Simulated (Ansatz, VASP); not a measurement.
SiC in VASP and in Ansatz

INCAR

```
SYSTEM = SiC
PREC = Accurate ; ENCUT = 520
EDIFF = 1E-6 ; ISMEAR = 0
SIGMA = 0.01 ; LREAL = .FALSE.
LASPH = .TRUE. ; NELM = 150
ALGO = Normal ; ISIF = 2
LWAVE = .FALSE. ; LCHARG = .TRUE.
MAGMOM = 0 0 0 0 0 0 ; LORBIT = 11
LSORBIT = .TRUE. ; GGA_COMPAT = .FALSE.
LORBMOM = .TRUE. ; GGA = PS
LVHAR = .TRUE. ; NBANDS = 20
```

File KPOINTS:

```
Automatic mesh
0
G
  10 10 10
  0 0 0
```

File POSCAR:

```
SiC
1.0
    0.0145185982      2.1711916569      2.1566730586
    2.1711916569      0.0145185982      2.1566730586
    2.1857102551      2.1857102551      0.0000000000
Si C
1 1
Direct
    0.0007393851      0.0007393851     -0.0007393851
    0.2492606149      0.2492606149      0.2507393851
```

Input for Ansatz:

```yaml
crystal:
  lattice:
    - [0.0145185982, 2.1711916569, 2.1566730586]
    - [2.1711916569, 0.0145185982, 2.1566730586]
    - [2.1857102551, 2.1857102551, 0.0]
  atoms:
    - { symbol: Si, position: [0.0007393851, 0.0007393851, -0.0007393851] }
    - { symbol: C, position: [0.2492606149, 0.2492606149, 0.2507393851] }
basis:
  ecutwfc: 420
kpoints:
  mp_grid: { grid: [10, 10, 10] }
  band_path:
    path:
      - [0.0, 0.0, 0.0]
      - [0.0, 0.0, 0.0]
      - [0.0, 0.0, 0.0]
      - [0.0, 0.0, 0.0]
      - [0.0, 0.0, 0.0]
      - [0.0, 0.0, 0.0]
      - [0.0, 0.0, 0.0]
      - [0.0, 0.0, 0.0]
      - [0.0, 0.0, 0.0]
      - [0.0, 0.0, 0.0]
      - [0.0, 0.0, 0.0]
      - [0.0, 0.0, 0.0]
      - [0.0, 0.0, 0.0]
      - [0.0, 0.0, 0.0]
      - [0.0, 0.0, 0.0]
      - [0.0, 0.0, 0.0]
      - [0.0, 0.0, 0.0]
      - [0.0, 0.0, 0.0]
      - [0.0, 0.0, 0.0]
      - [0.0, 0.0, 0.0]
      - [0.0, 0.0, 0.0]
      - [0.0, 0.0, 0.0]
      - [0.0, 0.0, 0.0]
      - [0.0, 0.0, 0.0]
      - [0.0, 0.0, 0.0]
      - [0.0, 0.0, 0.0]
      - [0.3, 0.3, 0.0]
      - [0.3166666667, 0.3166666667, 0.0]
      - [0.3333333333, 0.3333333333, 0.0]
      - [0.35, 0.35, 0.0]
      - [0.3666666667, 0.3666666667, 0.0]
      - [0.3833333333, 0.3833333333, 0.0]
      - [0.4, 0.4, 0.0]
      - [0.4166666667, 0.4166666667, 0.0]
      - [0.4333333333, 0.4333333333, 0.0]
      - [0.45, 0.45, 0.0]
      - [0.4666666667, 0.4666666667, 0.0]
      - [0.4833333333, 0.4833333333, 0.0]
      - [0.5, 0.5, 0.0]
      - [0.0, 0.3, 0.3]
      - [0.0, 0.3166666667, 0.3166666667]
      - [0.0, 0.3333333333, 0.3333333333]
      - [0.0, 0.35, 0.35]
      - [0.0, 0.3666666667, 0.3666666667]
      - [0.0, 0.3833333333, 0.3833333333]
      - [0.0, 0.4, 0.4]
      - [0.0, 0.4166666667, 0.4166666667]
      - [0.0, 0.4333333333, 0.4333333333]
      - [0.0, 0.45, 0.45]
      - [0.0, 0.4666666667, 0.4666666667]
      - [0.0, 0.4833333333, 0.4833333333]
      - [0.0, 0.5, 0.5]
      - [0.5, 0.5, 0.5]
      - [0.5, 0.5, 0.5]
      - [0.5, 0.5, 0.5]
      - [0.5, 0.5, 0.5]
      - [0.5, 0.5, 0.5]
      - [0.5, 0.5, 0.5]
      - [0.5, 0.5, 0.5]
      - [0.5, 0.5, 0.5]
      - [0.5, 0.5, 0.5]
      - [0.5, 0.5, 0.5]
      - [0.5, 0.5, 0.5]
      - [0.5, 0.5, 0.5]
      - [0.5, 0.5, 0.5]
      - [0.0, 0.0, 0.5]
      - [0.0, 0.0, 0.5]
      - [0.0, 0.0, 0.5]
      - [0.0, 0.0, 0.5]
      - [0.0, 0.0, 0.5]
      - [0.0, 0.0, 0.5]
      - [0.0, 0.0, 0.5]
      - [0.0, 0.0, 0.5]
      - [0.0, 0.0, 0.5]
      - [0.0, 0.0, 0.5]
      - [0.0, 0.0, 0.5]
      - [0.0, 0.0, 0.5]
      - [0.0, 0.0, 0.5]
    npoints: 1
hamiltonian:
  xc: pbesol
  pseudopotentials: { kind: paw_fr, azcp: { folder: soft_1 } }
scf:
  occupations: { method: fixed }
  n_extra_bands: 10
output:
  eigenvalues: true
magnetization:
  noncollinear: true
  spin_orbit: true
```

Alike in both runs: task single point; functional PBEsol; k mesh 10 × 10 × 10; non-collinear spin, spin-orbit coupling.

|  | VASP | Ansatz |
| --- | --- | --- |
| version | VASP 6.6.1 | Ansatz 0.2.0 |
| potentials or method | VASP PAW PBE potentials, release 64 (Si, C) | plane waves, PAW |
| plane-wave cutoff (eV) | 520 | 420 |
| occupations | gaussian, width 0.01 eV | fixed |
| valence electrons in the cell | 8 | 8 |

|  | VASP | Ansatz | Ansatz less VASP |
| --- | --- | --- | --- |
| gap on the k mesh at the Fermi level (eV) | 1.11 | 1.12 | +0.011 |
| least direct gap on the mesh (eV) | 4.34 | 4.35 | +0.015 |
| net moment per atom (μB) | 0.00 | 0.00 | 0.000 |

Ansatz warned: «pseudo_functional_mismatch».
